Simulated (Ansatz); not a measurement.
# Hf: the cost of one run

Computed with Ansatz 0.2.0 (DFT PBE, scalar-relativistic, plane waves, PAW, unless a step's input says otherwise).

## (1) The starting structure

The structure is cubic, space group Pm-3m (No. 221). The conventional cell has a = 4.016 Å, b = 4.016 Å, c = 4.016 Å, α = 90.00°, β = 90.00°, γ = 90.00°. Hf (site symmetry 4/mmm) is surrounded by 8 Hf at 2.84 Å.

Coordinates:

```
CELL_PARAMETERS angstrom
4.01635 0.00000 0.00000
0.00000 4.01635 0.00000
0.00000 0.00000 4.01635
ATOMIC_POSITIONS crystal
Hf 0.00000 0.50000 0.50000
Hf 0.50000 0.00000 0.50000
Hf 0.50000 0.50000 0.00000
```

The cell is invented: random cell by space group and Wyckoff sites (Pm-3m, No. 221). The dimensions are guesses.

## (2) A first look at the guess

Contents of input.yaml:

```yaml
crystal:
  lattice:
    - [4.01634579, 0.0, 0.0]
    - [0.0, 4.01634579, 0.0]
    - [0.0, 0.0, 4.01634579]
  atoms:
    - { symbol: Hf, position: [0.0, 0.5, 0.5] }
    - { symbol: Hf, position: [0.5, 0.0, 0.5] }
    - { symbol: Hf, position: [0.5, 0.5, 0.0] }
basis:
  ecutwfc: 420
kpoints:
  mp_grid: { grid: [4, 4, 4] }
hamiltonian:
  xc: pbe
scf:
  occupations: { method: gaussian, width: 0.1 }
  lower_state_search: "off"
output:
  forces: true
  stress: true
  eigenvalues: true
```

The run is started by

```sh
> ansatz run input.yaml --threads 1 --pin off --max-ram 2560MiB --backend cpu --events-out ev --progress --plain --runs-dir out
```

**Question.** How long does this run take on 1 thread of Arm Neoverse N1, shared host, and how much memory does it need?

About 3.7 s, with a peak of 0.31 GiB.
